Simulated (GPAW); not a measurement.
# CsPbCl3 (Pm-3m) in GPAW: settings compared, part 2 of 2

GPAW 26.7.0.

## 4. Optical spectrum, PBEsol

Input file run.py:

```python
from ase.dft.bandgap import bandgap
from ase.io import read, write
from gpaw import GPAW, PW, setup_paths
from gpaw.response.df import DielectricFunction

setup_paths.insert(0, '.')

atoms = read('POSCAR')

calc = GPAW(mode=PW(450),
            xc='PBEsol',
            kpts={'size': (4, 4, 4), 'gamma': True},
            occupations={'name': 'fermi-dirac', 'width': 0.001},
            nbands=37,
            convergence={'density': 1e-06},
            maxiter=150,
            txt='gpaw.txt')
atoms.calc = calc
energy = atoms.get_potential_energy()
calc.write('gs.gpw')
write('result.traj', atoms)
print(f'Energy: {energy:.6f} eV')
print('Fermi level:', round(calc.get_fermi_level(), 4), 'eV')
print(f'Gap: {bandgap(calc)[0]:.4f} eV, direct: {bandgap(calc, direct=True)[0]:.4f} eV')

dense = calc.fixed_density(kpts={'size': (9, 9, 9), 'gamma': True},
                           nbands=68, convergence={'bands': 62, 'eigenstates': 1e-7},
                           update_fermi_level=True, txt='dense.txt')
dense.write('dense.gpw', mode='all')

df = DielectricFunction('dense.gpw', frequencies={'type': 'nonlinear', 'domega0': 0.05, 'omega2': 10},
                        eta=0.1, ecut=50, nbands=62, intraband=False, txt='df.txt')
for direction in ['x']:
    df.get_dielectric_function(xc='RPA', direction=direction, filename=f'df_{direction}.csv')
    e0, e = df.get_macroscopic_dielectric_constant(xc='RPA', direction=direction)
    print(f'{direction}: static eps {e0:.4f} without, {e:.4f} with local fields')
```

Input file POSCAR:

```
CsPbCl3
1.0
    5.6050000000      0.0000000000      0.0000000000
    0.0000000000      5.6050000000      0.0000000000
    0.0000000000      0.0000000000      5.6050000000
Pb Cs Cl
1 1 3
Direct
    0.5000000000      0.5000000000      0.5000000000
    0.0000000000      0.0000000000      0.0000000000
    0.5000000000      0.0000000000      0.5000000000
    0.0000000000      0.5000000000      0.5000000000
    0.5000000000      0.5000000000      0.0000000000
```

Potentials or basis: PAW data sets generated in the run's folder for this functional, pw.

Launch:

```console
gpaw-setup -f PBEsol Cl Cs Pb
OMP_NUM_THREADS=1 python run.py
```

gpaw.txt:

```text
__  _  _
 | _ |_)|_||  |
 |__||  | ||/\| - 26.7.0

Input parameters:
  mode=PW(ecut=450.00000000000006),
  convergence={'density': 1e-06},
  kpts=MonkhorstPack(size=(4, 4, 4), gamma=True),
  maxiter=150,
  nbands=37,
  occupations=Occupations(name='fermi-dirac', width=0.001),
  xc=XC(name='PBEsol')

Diagonalizing LCAO Hamiltonian
Converting LCAO to pw mode
    .-------------.
   /|             |
  / |             |
 *  |             |
 |  |             |
 | Cl    Pb       |
 |  |   Cl        |
 |  .-------------.
 | /     Cl      /
 |/             /
 Cs------------*

Atoms  # Å, Bohr magnetons
|   | symbol |        x |        y |        z |    initial magnetic moments |
|---|--------|----------|----------|----------|-----------------------------|
| 0 |     Pb | 2.802500 | 2.802500 | 2.802500 | ( 0.0000,  0.0000,  0.0000) |
| 1 |     Cs | 0.000000 | 0.000000 | 0.000000 | ( 0.0000,  0.0000,  0.0000) |
| 2 |     Cl | 2.802500 | 0.000000 | 2.802500 | ( 0.0000,  0.0000,  0.0000) |
| 3 |     Cl | 0.000000 | 2.802500 | 2.802500 | ( 0.0000,  0.0000,  0.0000) |
| 4 |     Cl | 2.802500 | 2.802500 | 0.000000 | ( 0.0000,  0.0000,  0.0000) |

Unit cell  # Å
| periodic |        x |        y |        z |  lengths |    angles |
|----------|----------|----------|----------|----------|-----------|
|      yes | 5.605000 | 0.000000 | 0.000000 | 5.605000 | 90.000000 |
|      yes | 0.000000 | 5.605000 | 0.000000 | 5.605000 | 90.000000 |
|      yes | 0.000000 | 0.000000 | 5.605000 | 5.605000 | 90.000000 |

Number of symmetries: 48
Symmetry operations  # r_c * U_cc + t_c -> r_c
|    | kind |            matrix            |
|----|------|------------------------------|
|  0 |  E   |  1, 0, 0,  0, 1, 0,  0, 0, 1 |
|  1 |  σ   |  1, 0, 0,  0, 1, 0,  0, 0,-1 |
|  2 |  σ   |  1, 0, 0,  0, 0, 1,  0, 1, 0 |
|  3 |  C4  |  1, 0, 0,  0, 0, 1,  0,-1, 0 |
|  4 |  C4  |  1, 0, 0,  0, 0,-1,  0, 1, 0 |
|  5 |  σ   |  1, 0, 0,  0, 0,-1,  0,-1, 0 |
|  6 |  σ   |  1, 0, 0,  0,-1, 0,  0, 0, 1 |
|  7 |  C2  |  1, 0, 0,  0,-1, 0,  0, 0,-1 |
|  8 |  σ   |  0, 1, 0,  1, 0, 0,  0, 0, 1 |
|  9 |  C2  |  0, 1, 0,  1, 0, 0,  0, 0,-1 |
| 10 |  C3  |  0, 1, 0,  0, 0, 1,  1, 0, 0 |
| 11 |  S6  |  0, 1, 0,  0, 0, 1, -1, 0, 0 |
| 12 |  S6  |  0, 1, 0,  0, 0,-1,  1, 0, 0 |
| 13 |  C3  |  0, 1, 0,  0, 0,-1, -1, 0, 0 |
| 14 |  C4  |  0, 1, 0, -1, 0, 0,  0, 0, 1 |
| 15 |  S4  |  0, 1, 0, -1, 0, 0,  0, 0,-1 |
| 16 |  C3  |  0, 0, 1,  1, 0, 0,  0, 1, 0 |
| 17 |  S6  |  0, 0, 1,  1, 0, 0,  0,-1, 0 |
| 18 |  σ   |  0, 0, 1,  0, 1, 0,  1, 0, 0 |
| 19 |  C4  |  0, 0, 1,  0, 1, 0, -1, 0, 0 |
| 20 |  C2  |  0, 0, 1,  0,-1, 0,  1, 0, 0 |
| 21 |  S4  |  0, 0, 1,  0,-1, 0, -1, 0, 0 |
| 22 |  S6  |  0, 0, 1, -1, 0, 0,  0, 1, 0 |
| 23 |  C3  |  0, 0, 1, -1, 0, 0,  0,-1, 0 |
| 24 |  S6  |  0, 0,-1,  1, 0, 0,  0, 1, 0 |
| 25 |  C3  |  0, 0,-1,  1, 0, 0,  0,-1, 0 |
| 26 |  C4  |  0, 0,-1,  0, 1, 0,  1, 0, 0 |
| 27 |  σ   |  0, 0,-1,  0, 1, 0, -1, 0, 0 |
| 28 |  S4  |  0, 0,-1,  0,-1, 0,  1, 0, 0 |
| 29 |  C2  |  0, 0,-1,  0,-1, 0, -1, 0, 0 |
| 30 |  C3  |  0, 0,-1, -1, 0, 0,  0, 1, 0 |
| 31 |  S6  |  0, 0,-1, -1, 0, 0,  0,-1, 0 |
| 32 |  C4  |  0,-1, 0,  1, 0, 0,  0, 0, 1 |
| 33 |  S4  |  0,-1, 0,  1, 0, 0,  0, 0,-1 |
| 34 |  S6  |  0,-1, 0,  0, 0, 1,  1, 0, 0 |
| 35 |  C3  |  0,-1, 0,  0, 0, 1, -1, 0, 0 |
| 36 |  C3  |  0,-1, 0,  0, 0,-1,  1, 0, 0 |
| 37 |  S6  |  0,-1, 0,  0, 0,-1, -1, 0, 0 |
| 38 |  σ   |  0,-1, 0, -1, 0, 0,  0, 0, 1 |
| 39 |  C2  |  0,-1, 0, -1, 0, 0,  0, 0,-1 |
| 40 |  σ   | -1, 0, 0,  0, 1, 0,  0, 0, 1 |
| 41 |  C2  | -1, 0, 0,  0, 1, 0,  0, 0,-1 |
| 42 |  C2  | -1, 0, 0,  0, 0, 1,  0, 1, 0 |
| 43 |  S4  | -1, 0, 0,  0, 0, 1,  0,-1, 0 |
| 44 |  S4  | -1, 0, 0,  0, 0,-1,  0, 1, 0 |
| 45 |  C2  | -1, 0, 0,  0, 0,-1,  0,-1, 0 |
| 46 |  C2  | -1, 0, 0,  0,-1, 0,  0, 0, 1 |
| 47 |  i   | -1, 0, 0,  0,-1, 0,  0, 0,-1 |

BZ-sampling:
  Number of BZ points: 64
  Number of IBZ points: 10

  Monkhorst-Pack size: [4, 4, 4]
  Monkhorst-Pack shift: [0.125, 0.125, 0.125]

K-points  # in reciprocal-cell coordinates
|   |                                coordinates |     weight |
|---|--------------------------------------------|------------|
| 0 | (  0.00000000,   0.00000000,   0.00000000) | 0.01562500 |
| 1 | (  0.25000000,   0.00000000,   0.00000000) | 0.09375000 |
| 2 | (  0.25000000,   0.25000000,   0.00000000) | 0.18750000 |
| 3 | (  0.25000000,   0.25000000,   0.25000000) | 0.12500000 |
| 4 | (  0.50000000,   0.00000000,   0.00000000) | 0.04687500 |
| 5 | (  0.50000000,   0.25000000,   0.00000000) | 0.18750000 |
| 6 | (  0.50000000,   0.25000000,   0.25000000) | 0.18750000 |
| 7 | (  0.50000000,   0.50000000,   0.00000000) | 0.04687500 |
| 8 | (  0.50000000,   0.50000000,   0.25000000) | 0.09375000 |
| 9 | (  0.50000000,   0.50000000,   0.50000000) | 0.01562500 |

Plane wave coefficients: 3840
Cutoff: 450.00000000000006 eV

Spin-components: 1 (collinear spins)
Bands:           37
Projectors:      26
Spin-degeneracy: 2
Datatype:        complex128

Parallelization:
  kpt:    1
  domain: 1
  band:   1

Density:
  Valence electrons: 44.0
  Components: 1
  Grid points: [28 28 28]
  Charge: 0.0  # |e|

Potential:
  Grid points: [28 28 28]

species:
  Pb:
    name:    Lead
    Z:       82.0
    valence: 14
    core:    68
    charge:  0.0  # [|e|]
    compensation charges:
      type: gauss
      rc: 0.38  # [Å]
      lmax: 2
    cutoffs:
      filter: 2.36  # [Å]
      core: 2.43  # [Å]
    projectors
    | kind |    occ | energy [eV] | rcut [Å] |
    |------|--------|-------------|----------|
    |   6s |  2.000 |     -12.024 |    1.259 |
    |   6p |  2.000 |      -3.525 |    1.275 |
    |   5d | 10.000 |     -21.194 |    1.217 |
    |    s |        |      15.187 |    1.259 |
    |    p |        |      23.686 |    1.275 |
    |    d |        |       6.017 |    1.217 |

    Using partial waves for Pb as LCAO basis

  Cs:
    name:    Caesium
    Z:       55.0
    valence: 9
    core:    46
    charge:  0.0  # [|e|]
    compensation charges:
      type: gauss
      rc: 0.33  # [Å]
      lmax: 2
    cutoffs:
      filter: 2.06  # [Å]
      core: 2.51  # [Å]
    projectors
    | kind |    occ | energy [eV] | rcut [Å] |
    |------|--------|-------------|----------|
    |   5s |  2.000 |     -26.762 |    1.164 |
    |   6s |  1.000 |      -2.083 |    1.164 |
    |   5p |  6.000 |     -13.550 |    1.058 |
    |    p |        |      13.661 |    1.058 |
    |    d |        |       0.000 |    1.058 |

    Using partial waves for Cs as LCAO basis

  Cl:
    name:    Chlorine
    Z:       17.0
    valence: 7
    core:    10
    charge:  0.0  # [|e|]
    compensation charges:
      type: gauss
      rc: 0.25  # [Å]
      lmax: 2
    cutoffs:
      filter: 1.40  # [Å]
      core: 1.49  # [Å]
    projectors
    | kind |    occ | energy [eV] | rcut [Å] |
    |------|--------|-------------|----------|
    |   3s |  2.000 |     -20.615 |    0.794 |
    |   3p |  5.000 |      -8.561 |    0.794 |
    |    s |        |       6.597 |    0.794 |
    |    p |        |      18.651 |    0.794 |
    |    d |        |       0.000 |    0.794 |

    Using partial waves for Cl as LCAO basis

Reference energy: -816446.376281  # eV

eigensolver:
  PPCG
  Converge bands: occupied
  niter=2

density mixing:
  MSR1-Mixer
  Pratt-step length: 0.05
  Maximum mixing coefficient: 0.75
  Old densities: 10
  SVD Regularization: 0.005
  Good broyden scale: 1.0
  Trust region scale: 1.0
  Backstep threshold: 4.0
  History deletion threshold: 6.0
  Fourier metric: weight=20.0, sigma=0.015

occupation numbers:
  Fermi-Dirac:
    width: 0.0010  # eV

poisson solver:
  ecut: 3600.0000000000005  # eV

xc functional:
  name: PBEsol with 2 nearest neighbor stencil

convergence criteria:
- Maximum integral of absolute [dens]ity change: 1e-06 electrons / valence electron
- Maximum [total energy] change in last 3 cyles: 0.0005 eV / valence electron
- Maximum integral of absolute [eigenst]ate change: 4e-08 eV^2 / valence electron
maximum number of iterations: 150

SCF iterations
|iter     | |      energy | eigst |  dens |
|---------|-|-------------|-------|-------|
|iter:   1| |  -19.041503 | -0.12 |       |
|iter:   2| |  -18.946087 | -1.75 | -1.27 |
|iter:   3| |  -18.424437 | -1.80 | -1.32 |
|iter:   4| |  -18.409665 | -3.08 | -1.79 |
|iter:   5| |  -18.411974c| -4.14 | -2.25 |
|iter:   6| |  -18.412255c| -4.97 | -2.93 |
|iter:   7| |  -18.412273c| -6.22 | -3.54 |
|iter:   8| |  -18.412277c| -7.18 | -4.00 |
|iter:   9| |  -18.412277c| -7.51c| -4.83 |
|iter:  10| |  -18.412277c| -8.13c| -5.52 |
|iter:  11| |  -18.412277c| -8.72c| -5.97 |
|iter:  12| |  -18.412277c| -8.88c| -6.66c|

Converged in 12 steps
Energy contributions relative to reference atoms: (reference = -816446.376281)

Energy contributions:
  Kinetic:          27.413244
  Coulomb:         -28.161964
  Zero:             -0.114488
  External:          0.000000
  Xc:              -17.549069
  Entropy:          -0.000000
  Spinorbit:         0.000000
  ----------------------------
  Free energy:     -18.412277
  Extrapolated:    -18.412277

dipole moment: (-52.529664, -52.529664, -52.529664)  # |e|*Ang

Fermi level: 4.139
Eigenvalues  # (at kpt = [0.000, 0.000, 0.000])
| band index |      eig [eV] | occ [0-2] |
|------------|---------------|-----------|
|          0 |       -18.370 |     2.000 |
|        ... |               |           |
|         14 |        -1.771 |     2.000 |
|         15 |        -1.771 |     2.000 |
|         16 |         0.319 |     2.000 |
|         17 |         0.319 |     2.000 |
|         18 |         0.319 |     2.000 |
|         19 |         0.426 |     2.000 |
[... 8 lines left out ...]
|         28 |         9.032 |     0.000 |
|         29 |         9.032 |     0.000 |
|        ... |               |           |
|         36 |        13.757 |     0.000 |

Gap: 1.737 eV
Transition (v -> c):
  (s=0, k=9, n=21, [0.50, 0.50, 0.50]) -> (s=0, k=9, n=22, [0.50, 0.50, 0.50])
No difference between direct/indirect transitions
# Writing to gs.gpw (mode='')
```

It took 5 min on 1 thread of Arm Neoverse V2, shared host; peak memory 0.87 GiB.

What came out:

* Free energy: -18.4123 eV
* Band gap on the k mesh: 1.74 eV, direct

Dielectric function (mean over the directions given):
```
energy (eV)  real part  imaginary part
       0.25       3.89            0.01
       0.67       3.95            0.02
       1.15       4.11            0.05
       1.66       4.47            0.12
       2.18       4.57            1.03
       2.66       4.41            1.82
       3.17       4.43            2.40
       3.56       3.36            3.19
       4.03       3.03            2.62
       4.51       2.80            3.32
       5.01       2.15            2.79
       5.53       1.12            2.60
       6.07       1.57            2.02
       6.55       1.19            2.19
       6.87       1.39            1.48
       7.38       1.52            1.55
       7.90       1.74            2.35
       8.43       0.95            1.97
       8.89       0.87            1.70
       9.47       0.89            1.08
       9.76       1.14            1.11
      10.26       1.33            1.05
      10.78       1.56            1.51
      11.31       0.65            1.47
      11.85       0.91            1.20
      12.30       1.14            1.21
      12.77       1.03            1.24
      13.24       1.10            1.42
      13.72       0.73            1.23
      14.22       1.03            1.14
      14.73       0.99            1.24
      15.26       0.88            1.58
      15.80       0.38            1.09
      16.21       0.61            0.95
      16.78       0.60            1.05
      17.36       0.61            0.90
      17.96       0.61            0.80
      18.58       0.53            0.82
      19.22       0.56            0.69
      19.87       0.66            0.62
```

Caveat: the long-wavelength limit can be off by a per cent or two; independent-particle spectra lack excitons; spin-orbit coupling is left out, which as a rule narrows the gap of such compounds by several tenths of an eV; an odd mesh through Γ misses points on the zone boundary, where band edges often lie.

## 5. Overview

| level | potentials or basis | gap on the mesh (eV) |
| --- | --- | --- |
| LDA | the program's PAW data sets (release 1.2.1) made for this functional, pw | 1.68 |
| AM05 | PAW data sets generated in the run's folder for this functional, pw | 1.82 |
| PBEsol | PAW data sets generated in the run's folder for this functional, pw | 1.74 |

Alike in all rows: task optical spectrum; no spin polarisation; cell as given; k mesh 4 × 4 × 4; cutoff (eV) 450; smearing fermi-dirac 0.001 eV.

Caveats: the long-wavelength limit can be off by a per cent or two; independent-particle spectra lack excitons; spin-orbit coupling is left out, which as a rule narrows the gap of such compounds by several tenths of an eV; an odd mesh through Γ misses points on the zone boundary, where band edges often lie.

Absolute energies hang on the potentials; compare differences alone.
